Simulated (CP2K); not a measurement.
# EuO under changes of volume

One of the cells (17.013 Å³/atom); the others are scaled copies at fixed shape and fractional positions:

```
Eu O
1.0
     3.63729    0.00000    0.00000
     1.81864    3.14998    0.00000
     1.81864    1.04999    2.96983
Eu O
1 1
Direct
  0.00000 0.00000 0.00000
  0.50000 0.50000 0.50000
```

```yaml
Program: CP2K 2026.2
Functional: LDA
Potentials_or_basis: GTH_POTENTIALS Eu GTH-PADE-q17, O GTH-PADE-q6; DZVP-MOLOPT-SR-GTH, DZVP-MOLOPT-PBE-GTH basis
Density_cutoff: 8163 eV
k_mesh: 9 × 9 × 9
Occupations: fermi-dirac, width 0.1 eV
Spin: collinear spin, ferromagnetic start
Starting_moments: "[7.0, 0.0] μB"
```

```tsv
volume (Å³/atom)	energy over the lowest point (meV/atom)	pressure (GPa)
15.992	0.00	-2.1
16.333	6.51	-4.2
16.673	17.13	-6.0
17.013	?	?
17.354	48.87	-9.1
17.694	69.28	-10.3
18.034	92.17	-11.5
```

Task: What does the run at 17.013 Å³/atom give?

Result: Energy over the lowest point 31.38 meV/atom; pressure -7.6 GPa.

Worked out: A Birch-Murnaghan fit of order 3 (a polynomial in V^(-2/3)) to the other rows has its minimum at 15.69 Å³/atom, just outside them, with B0 = V·E''(V) = 111 GPa and B' = 4.4. It gives 31.36 meV/atom at 17.013 Å³/atom, against the run's 31.38, and -dE/dV = -7.5 GPa, against -7.6.

Energies are extrapolated to zero smearing.

Caveats: the basis of atomic orbitals isn't converged, which shifts pressures, moduli and gaps; the total moment is fixed, so each spin has its own Fermi level; a cell with one magnetic atom can't hold antiferromagnetic order, which such compounds often take; without U or exact exchange the open f shell lies at the Fermi level, which spoils levels, moments and volumes.
